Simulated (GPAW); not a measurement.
Runs of GPAW 26.7.0 on Ru. Symmetry: P6_3/mmc, No. 194, hexagonal system. The conventional cell has a = 2.706 Å, b = 2.706 Å, c = 4.282 Å, α = 90.00°, β = 90.00°, γ = 120.00°. Ru (site symmetry -6m2) has 12 Ru at 2.65 to 2.71 Å as nearest neighbours. 

```csv
task,level,potentials or basis,spin,cell,band path,band points,spin axis theta (degrees),spin axis phi (degrees),optimizer,pressure (GPa)
band structure,revPBE,"the program's PAW data sets (release 1.2.1) made for this functional, pw","SOC, no magnetisation",as given,"GMKGALHA,LM,KH",60,0,0,-,6.8
relaxation of cell and atoms,r2SCAN,"GPAW PAW data sets (gpaw-data 1.2.1), pw",off,relaxed to -1 GPa,-,-,-,-,BFGS,-1.1
band structure,r4SCAN,"GPAW PAW data sets (gpaw-data 1.2.1), pw","SOC, no magnetisation",as given,"GMKGALHA,LM,KH",100,90,45,-,-3.2
band structure,TASK,"GPAW PAW data sets (gpaw-data 1.2.1), pw","SOC, no magnetisation",as given,"GMKGALHA,LM,KH",80,54.7,45,-,(a)
```

Alike in all rows: k mesh 8 × 8 × 5; cutoff (eV) 600; smearing fermi-dirac 0.05 eV.

Problem. Fill in the values left out.

Solution. (a) -0.6.

Caveats: spin-orbit coupling was added after a scalar SCF, so levels and gaps hold it while energy, forces, pressure and moments don't (some runs); the PAW data sets were made with another functional, which shifts forces and pressure a little (some runs); later steps reuse the first step's grids (some runs).

Runs at the PBE level aren't shown here.
